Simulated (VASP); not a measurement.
Ga:

```
Ga
1.0
    -2.97550    2.97550    2.97550
     2.97550   -2.97550    2.97550
     2.97550    2.97550   -2.97550
Ga
6
Cartesian
  2.2316 0.0000 1.4877
  1.4877 2.2316 0.0000
  0.7439 0.0000 4.4633
  4.4632 0.7439 0.0000
  0.0000 1.4878 2.2316
  0.0000 4.4632 0.7439
```

This isn't the form of Ga at room conditions, which is orthorhombic.

- Program: VASP 6.6.1
- Task: relaxation of cell and atoms
- Functional: PBE
- Potentials or basis: VASP PAW PBE potentials, release 64 (Ga_d)
- Cutoff: 520 eV
- k mesh: 7 × 7 × 7
- Occupations: gaussian, width 0.1 eV
- Spin: no spin polarisation

At the start: pressure 4.5 GPa; volume 17.56 Å³/atom.

Problem. How do energy, volume and symmetry change on relaxing?

Solution. Over 3 steps the energy falls by 18.1 meV/atom and the volume is 18.95 Å³/atom (+7.9 %); space group I-43d (No. 220, to 0.05 Å).

Step by step:
| step | energy change (eV) | largest force (eV/Å) | pressure (GPa) | volume (Å³) |
| --- | --- | --- | --- | --- |
| 1 | 0.0000 | 0.0000 | 4.54 | 105.38 |
| 2 | -0.1080 | 0.0000 | 0.23 | 113.15 |
| 3 | -0.1084 | 0.0000 | 0.01 | 113.72 |

Final structure:
```xyz
6
Lattice="-3.0521 3.0521 3.0521 3.0521 -3.0521 3.0521 3.0521 3.0521 -3.0521" Properties=species:S:1:pos:R:3 pbc="T T T"
Ga    2.2891    0.0000    1.5260
Ga    1.5260    2.2891    0.0000
Ga    0.7630    0.0000    4.5781
Ga    4.5781    0.7630    0.0000
Ga    0.0000    1.5260    2.2891
Ga    0.0000    4.5781    0.7630
```
